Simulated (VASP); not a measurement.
An input for Ansatz (written as the equivalent of a VASP run, and not itself run):

Ansatz 0.2 input:
```yaml
crystal:
  lattice:
    - [2.7122044, 0.0000000, 0.0000000]
    - [-1.3561022, 2.3488384, 0.0000000]
    - [0.0000000, 0.0000000, 4.4105577]
  atoms:
    - { symbol: Be, position: [0.3333330, 0.6666670, 0.9988061] }
    - { symbol: Be, position: [0.6666670, 0.3333330, 0.4988061] }
    - { symbol: O, position: [0.3333330, 0.6666670, 0.3761939] }
    - { symbol: O, position: [0.6666670, 0.3333330, 0.8761939] }
kpoints:
  mp_grid: { grid: [10, 10, 6] }
hamiltonian:
  xc: pbe
  pseudopotentials: { kind: paw }
scf:
  occupations: { method: tetrahedron }
  max_iter: 100
output: { forces: true, stress: true, eigenvalues: true }
```

Task: Translate this input to VASP (INCAR, KPOINTS, POSCAR, choice of POTCAR).

Result: This is not unique; one that fits is 
**POSCAR**
```
BeO
1.0
  2.7122043917   0.0000000000   0.0000000000
 -1.3561021959   2.3488383719   0.0000000000
  0.0000000000   0.0000000000   4.4105576517
Be O
2 2
Cartesian
 -0.0000013561   1.5658930309   4.4052920131
  1.3561035519   0.7829453410   2.2000131872
 -0.0000013561   1.5658930309   1.6592247580
  1.3561035519   0.7829453410   3.8645035839
```

### KPOINTS
```
Automatic mesh
0
Gamma
10 10 6
0 0 0
```

**INCAR**
```
! general
SYSTEM = BeO
PREC   = Accurate
ENCUT  = 520   ! plane-wave cut-off (eV)
LREAL  = .FALSE.   ! projection in real space or not
LASPH  = .TRUE.

! electronic loop
EDIFF  = 1E-7
NELM   = 100   ! most electronic steps
ALGO   = Normal

! smearing
ISMEAR = -5   ! tetrahedra, Bloechl

! functional
GGA    = PE   ! PBE

! ions
ISIF   = 2   ! forces and stress, cell fixed

! output
LWAVE  = .FALSE.
LCHARG = .TRUE.
LORBIT = 11
NEDOS  = 601   ! DOS grid

! other
LEFG   = .TRUE.
```

POTCAR, in this order: Be O (PBE.64 set). Program: vasp_std.

Limits of the translation: each code has its own PAW files, so the cut-off isn't converted (ENCUT is set for VASP's; basis.ecutwfc is left out, and Ansatz then takes the one that its files recommend); Ansatz stops its SCF on the density residual and VASP on the energy change (EDIFF); the field gradients of LEFG aren't asked of the other code.

The structure was generated: BeO was put into the wurtzite type (P6_3mc), which need not be its known phase. It was relaxed first, which changed the volume by +7 %.
